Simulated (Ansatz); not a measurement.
# C: the cost of one run

Program: Ansatz 0.2.0. Level of theory: DFT PBE, scalar-relativistic, plane waves, PAW. These are calculated values, not measurements.

A COD entry behind a cell of this session may itself be a prediction, so a difference from it is no test against experiment.

16 further runs of the same task are left out: 16 set aside as unsound or not needed.

## 1. The system as given

It takes space group R-3m (No. 166, trigonal). Conventional cell: a = 2.520 Å, b = 2.520 Å, c = 31.101 Å, α = 90.00°, β = 90.00°, γ = 120.00°. Around C (site symmetry 3m) lie 4 C at 1.54 Å. C (site symmetry 3m) has 4 C at 1.54 to 1.55 Å as nearest neighbours. C (site symmetry 3m) has 4 C at 1.54 to 1.57 Å as nearest neighbours.

As a file:

```
C
1.0
     1.25978    0.72734   10.36701
    -1.25978    0.72734   10.36701
     0.00000   -1.45467   10.36701
C
10
Cartesian
  0.0000 0.0000 0.7721
  0.0000 0.0000 30.3289
  0.0000 0.0000 3.3801
  0.0000 0.0000 27.7209
  0.0000 0.0000 4.9254
  0.0000 0.0000 26.1757
  0.0000 0.0000 11.6585
  0.0000 0.0000 19.4425
  0.0000 0.0000 13.2279
  0.0000 0.0000 17.8732
```

It is the result of an earlier relaxation at this level (volume 5.70 Å³/atom; gap on the mesh: 4.49 eV).

## 2. The scan

The energy is mapped over the lattice constants a and c of the conventional cell.

The axes are (1) lattice constant a (and b): 7 values from 2.444 to 2.595 Å; (2) lattice constant c: 7 values from 28.61 to 33.59 Å.

Nothing else is relaxed (fractional coordinates fixed). Energies count from the relaxed crystal. Points are written as (first, second).

## 3. Point (2.469 Å, 28.61 Å)

File input.yaml:

```yaml
crystal:
  lattice:
    - [1.2346, 0.7127966423, 9.5376666667]
    - [-1.2346, 0.7127966423, 9.5376666667]
    - [0.0, -1.4255932847, 9.5376666667]
  atoms:
    - { symbol: C, position: [0.0248257, 0.0248257, 0.0248257] }
    - { symbol: C, position: [0.9751743, 0.9751743, 0.9751743] }
    - { symbol: C, position: [0.108681065, 0.108681065, 0.108681065] }
    - { symbol: C, position: [0.891318935, 0.891318935, 0.891318935] }
    - { symbol: C, position: [0.1583663742, 0.1583663742, 0.1583663742] }
    - { symbol: C, position: [0.8416336258, 0.8416336258, 0.8416336258] }
    - { symbol: C, position: [0.3748589682, 0.3748589682, 0.3748589682] }
    - { symbol: C, position: [0.6251410318, 0.6251410318, 0.6251410318] }
    - { symbol: C, position: [0.4253192967, 0.4253192967, 0.4253192967] }
    - { symbol: C, position: [0.5746807033, 0.5746807033, 0.5746807033] }
basis:
  ecutwfc: 520.0
kpoints:
  mp_grid: { grid: [12, 12, 12] }
hamiltonian:
  xc: pbe
  pseudopotentials: { kind: paw, azcp: { folder: soft_1 } }
scf:
  occupations: { method: gaussian, width: 0.05 }
output:
  forces: true
  stress: true
  eigenvalues: true
```

On the command line:

```console
ansatz run input.yaml --threads 2 --pin off --max-ram 4096MiB --backend cpu --events-out ev --progress --plain --runs-dir out
```

**Question.** How long does this run take on 2 threads of Arm Neoverse N1, shared host, and how much memory does it need?

About 21 s, with a peak of 0.53 GiB.
